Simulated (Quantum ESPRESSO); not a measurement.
A run of Quantum ESPRESSO 7.5:

pw.in

```
&CONTROL
  calculation = 'scf'
  prefix = 'pwscf'
  outdir = './tmp'
  pseudo_dir = './pseudo'
  tprnfor = .true.
  tstress = .true.
  disk_io = 'low'
/
&SYSTEM
  ibrav = 0
  celldm(1) = 8
  nat = 6
  ntyp = 2
  ecutwfc = 55
  ecutrho = 440
  nbnd = 35
  occupations = 'smearing'
  smearing = 'fd'
  degauss = 0.00367493
/
&ELECTRONS
  conv_thr = 1.2d-09
  electron_maxstep = 120
  mixing_beta = 0.5
/
ATOMIC_SPECIES
Cu    63.5460 Cu.paw.z_11.ld1.psl.v1.0.0-low.upf
O     15.9990 O.pbe-n-kjpaw_psl.0.1.UPF
CELL_PARAMETERS alat
  0.9828789189777   0.0000000000000   0.0000000000000
  0.0000000000000   0.9828789189777   0.0000000000000
  0.0000000000000   0.0000000000000   0.9183225675398
ATOMIC_POSITIONS crystal
Cu     0.5000000000    0.0000000000    0.5000000000
Cu     0.0000000000    0.5000000000    0.5000000000
Cu     0.0000000000    0.0000000000    0.0000000000
O      0.0000000000    0.0000000000    0.5000000000
O      0.5000000000    0.0000000000    0.0000000000
O      0.0000000000    0.5000000000    0.0000000000
K_POINTS automatic
7 7 7 0 0 0
```

The input pp_density.in:

```
&INPUTPP
  prefix = 'pwscf'
  outdir = './tmp'
  filplot = 'density.dat'
  plot_num = 0
/
&PLOT
  nfile = 1
  filepp(1) = 'density.dat'
  iflag = 3
  output_format = 6
  fileout = 'density.cube'
/
```

The input pp_potential.in:

```
&INPUTPP
  prefix = 'pwscf'
  outdir = './tmp'
  filplot = 'potential.dat'
  plot_num = 11
/
&PLOT
  nfile = 1
  filepp(1) = 'potential.dat'
  iflag = 3
  output_format = 6
  fileout = 'potential.cube'
/
```

Potentials or basis: SSSP 1.3 efficiency PBE.

The run is started by

```sh
$ OMP_NUM_THREADS=1 pw.x -in pw.in > pw.out
$ OMP_NUM_THREADS=1 pp.x -in pp_density.in > pp_density.out
$ OMP_NUM_THREADS=1 pp.x -in pp_potential.in > pp_potential.out
```

Hardware: 1 thread of Intel(R) Xeon(R) Processor @ 2.70GHz (shared host).

**Question.** How long does it take, and how much memory?

**Answer.** Wall time 2.2 min on 1 thread of Intel(R) Xeon(R) Processor @ 2.70GHz, with other jobs on the host, peak memory 0.35 GiB. Counts: scf iterations 13, k pools 1, bands 35, k points 40, g dense 70785.
